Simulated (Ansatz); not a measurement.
## Mo (Fm-3m), stationary points along a deformation path

The calculation used DFT LDA, scalar-relativistic, plane waves, PAW in Ansatz. Cutoff 420 eV, Γ-centred 22×22×22 k-points, Gaussian smearing of 0.15 eV. No spin polarisation. Energies are free energies at this smearing, counted from the undisturbed cell; pressure is positive in compression.

The undisturbed cell (as given, not relaxed at this level; it stands at -16.5 GPa; this fcc form isn't the usual structure):

```
Mo
1.0
     0.00000    2.01500    2.01500
     2.01500    0.00000    2.01500
     2.01500    2.01500    0.00000
Mo
1
Cartesian
  0.0000 0.0000 0.0000
```

At fixed volume and fractional coordinates, lengths along (0.000, 0.000, 1.000) are scaled against those across it; ρ is that ratio over its starting value. V = 16.363 Å³/atom. Δσ is the stress along the axis less the mean stress across it (compression positive).

| ρ | ΔE (meV/atom) | Δσ (GPa) | space group |
| --- | --- | --- | --- |
| 0.650 | -334.6 | 22.25 | I4/mmm |
| 0.707 | -399.8 | 0.04 | Im-3m |
| 0.780 | -317.9 | -22.98 | I4/mmm |
| 0.850 | -160.9 | -26.01 | I4/mmm |
| 0.920 | -46.5 | -15.91 | I4/mmm |
| 1.000 | 0.0 | 0.00 | Fm-3m |
| 1.100 | -40.3 | 9.03 | I4/mmm |
| 1.200 | -86.7 | 6.29 | I4/mmm |
| 1.300 | -91.1 | -7.31 | I4/mmm |
| 1.414 | 12.4 | -29.83 | I4/mmm |

Problem. How does the stress give the slope of the energy, and where is the energy stationary?

Solution. Along the path d ln(length) is 2/3 d ln ρ on the axis and −1/3 d ln ρ across it, so dE/d ln ρ = −(2/3) V Δσ: the energy falls with ρ where Δσ is positive. Δσ vanishes or changes sign at ρ = 0.707 (Im-3m), a minimum at -399.8 meV/atom; at ρ = 1.000 (Fm-3m), a maximum at 0.0 meV/atom; between ρ = 1.200 and 1.300, a minimum (near 1.25 by linear interpolation). Pairs of stationary points between two samples would go unseen, and could change a minimum read from distant neighbours into a maximum. At ρ = 0.707, 1.000 the cell is cubic, where symmetry alone makes the stress isotropic and the slope zero.

Problem. Which shear constant sets the curvature at ρ = 1?

Solution. For a cubic crystal E/V = (2/3) C (ln ρ)² with C = C′ = (C11 − C12)/2, so Δσ = −2C ln ρ. The parabola of Δσ against ln ρ through ρ = 0.920, 1 and 1.100 gives C ≈ -73 GPa with the ions clamped, rough because the steps are large. It is the stress–strain coefficient at this cell's pressure of -16.5 GPa, not the zero-pressure constant. It is negative, so the cubic cell is unstable to this shear.

Problem. Integrate that slope from ρ = 1 to 0.780 by the trapezoid rule.

Solution. With V/N in Å³ and 1 eV/Å³ = 160.2 GPa the slopes at ρ = 1.000, 0.920, 0.850, 0.780 are 0, 1083, 1771, 1565 meV/atom per unit of ln ρ. The steps add (-45.2) + (-112.9) + (-143.3) = -301.4 meV/atom, against -317.9 from the energies; the trapezoid rule misses the curvature of the slope within each step.

Problem. Is the start the lowest point of the path?

Solution. No: ρ = 0.707 lies 399.8 meV/atom lower, with no sampled rise above the start on the way. Volume and inner coordinates are held, so a relaxed structure there would lie lower still.

In a metal these slopes depend on the k mesh and the smearing.